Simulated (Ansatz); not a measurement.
**Squeezing and stretching NiO**

Reference cell: an entry of the Crystallography Open Database (COD), whose atoms a relaxation with PBE at fixed cell left in place.

```cif
data_structure
_symmetry_space_group_name_H-M 'P 1'
_symmetry_Int_Tables_number 1
_cell_length_a 2.9628
_cell_length_b 2.9628
_cell_length_c 2.9628
_cell_angle_alpha 60.000
_cell_angle_beta 60.000
_cell_angle_gamma 60.000
_cell_volume 18.39
loop_
_atom_site_label
_atom_site_type_symbol
_atom_site_fract_x
_atom_site_fract_y
_atom_site_fract_z
_atom_site_occupancy
Ni1 Ni 0.00000 0.00000 0.00000 1
O2 O 0.50000 0.50000 0.50000 1
```

Atoms are numbered from 1 in the order listed; like atoms form one site, named after its first atom.

Level of theory: DFT, PBE, plane waves and PAW, scalar-relativistic, collinear spin, 420 eV cutoff, Γ-centred 19×19×19 k-points, Fermi–Dirac smearing 0.05 eV (Ansatz 0.2.0). Start moments as typed (μB): 2 on each Ni, none on the rest.

The cell is scaled uniformly, and the ions relax again at each size.

| V/V₀ | pressure (GPa) |
| --- | --- |
| 0.94 | 15.8 |
| 0.96 | 11.1 |
| 0.98 | ? |
| 1.00 | 3.2 |
| 1.02 | -0.2 |
| 1.04 | -3.3 |
| 1.06 | -6.2 |

(1) Estimate the row at V/V₀ = 0.98, the equilibrium volume and the bulk modulus.

Results:

(1) pressure (GPa): 7.0. Worked: a parabola in ln(V/V₀) through the other 6 rows gives 7.0 GPa there. It crosses zero pressure at V/V₀ = 1.018, the equilibrium volume of this functional, where the bulk modulus is B = −dP/d ln V = 168 GPa.

Semilocal functionals can leave a metal where correlation in the d or f shell opens a gap in the real compound, and that would change the values at and beside Ni. Measured NiO orders antiferromagnetically, but in this run all moments are parallel, as the start or the cell imposes: fields and spin densities carried over to other atoms belong to this order alone, and gaps, moments and gradients can differ too.
